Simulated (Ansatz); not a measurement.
# Ga: computed DOS

```cif
data_structure
_symmetry_space_group_name_H-M 'P6_3/mmc'
_symmetry_Int_Tables_number 194
_cell_length_a 3.0110
_cell_length_b 3.0110
_cell_length_c 4.8661
_cell_angle_alpha 90.000
_cell_angle_beta 90.000
_cell_angle_gamma 120.000
_cell_volume 38.21
loop_
_atom_site_label
_atom_site_type_symbol
_atom_site_symmetry_multiplicity
_atom_site_Wyckoff_symbol
_atom_site_fract_x
_atom_site_fract_y
_atom_site_fract_z
_atom_site_occupancy
Ga1 Ga 2 c 0.33333 0.66667 0.25000 1
```

The runs use the primitive cell with vectors (3.011, 0.000, 0.000), (-1.506, 2.608, 0.000), (0.000, 0.000, 4.866) Å, to which the k mesh refers.

It takes space group P6_3/mmc (No. 194, hexagonal). Conventional cell: a = 3.011 Å, b = 3.011 Å, c = 4.866 Å, α = 90.00°, β = 90.00°, γ = 120.00°. Ga (site symmetry -6m2) is surrounded by 12 Ga at 2.99 to 3.01 Å.

The structure comes from a relaxation in the same program, started in the hcp type, and has space group P6_3/mmc. Whether it is a known phase or the ground state wasn't checked.

Level of theory: DFT, PBE, all-electron LAPW, scalar-relativistic (Ansatz 0.2.0).

Sampling and basis: a Γ-centred 18×18×10 k mesh, Fermi–Dirac smearing of 0.05 eV, basis error target 0.5 meV/atom, no spin polarisation.

States per eV and cell, averaged over 0.6 eV, from -5.8 to 2.4 eV, with energies (bin centres) from the Fermi level; empty bins are left out. 

```
E (eV)  total
  -5.6   0.64
  -5.0   0.60
  -4.4   0.62
  -3.8   0.72
  -3.2   0.69
  -2.6   0.58
  -2.0   0.61
  -1.4   0.86
  -0.8   0.83
  -0.2   0.78
   0.4   0.89
   1.0   0.91
   1.6   0.91
   2.2   0.84
```
